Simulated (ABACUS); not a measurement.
# PbS (Galena) under changes of volume

One of the cells (26.086 Å³/atom); the others are scaled copies at fixed shape and fractional positions:

```
Pb S
1.0
    -2.96575    0.00000    2.96575
     0.00000    2.96575    2.96575
    -2.96575    2.96575    0.00000
Pb S
1 1
Direct
  0.00000 0.00000 0.00000
  0.50000 0.50000 0.50000
```

```yaml
Program: ABACUS 3.10.1
Functional: LDA
Potentials_or_basis: GBRV ultrasoft 1.5 LDA
Cutoff: 544 eV
Density_cutoff: 4354 eV
Basis: plane waves
k_mesh: 6 × 6 × 6
Occupations: fermi-dirac, width 0.05 eV
Spin: no spin polarisation
```

| volume (Å³/atom) | energy over the lowest point (meV/atom) | pressure (GPa) | gap on the mesh (eV) |
| --- | --- | --- | --- |
| 24.521 | 0.58 | 0.8 | 0.00 |
| 25.042 | 0.00 | -0.5 | 0.09 |
| 25.564 | ? | ? | ? |
| 26.086 | 10.52 | -2.8 | 0.24 |
| 26.607 | 21.03 | -3.8 | 0.31 |
| 27.129 | 34.66 | -4.7 | 0.37 |
| 27.651 | 51.10 | -5.5 | 0.43 |

**Question.** What does the run at 25.564 Å³/atom give?

**Answer.** Energy over the lowest point 3.41 meV/atom; pressure -1.7 GPa; gap on the mesh 0.16 eV.

Worked out: A Birch-Murnaghan fit of order 3 (a polynomial in V^(-2/3)) to the other rows has its minimum at 24.85 Å³/atom with B0 = V·E''(V) = 61 GPa and B' = 3.1. It gives 3.41 meV/atom at 25.564 Å³/atom, against the run's 3.41, and -dE/dV = -1.6 GPa, against -1.7.

Energies are extrapolated to zero smearing.

Caveats: spin-orbit coupling is left out, which as a rule narrows the gap of such compounds by several tenths of an eV.

A mesh can miss the band edges.
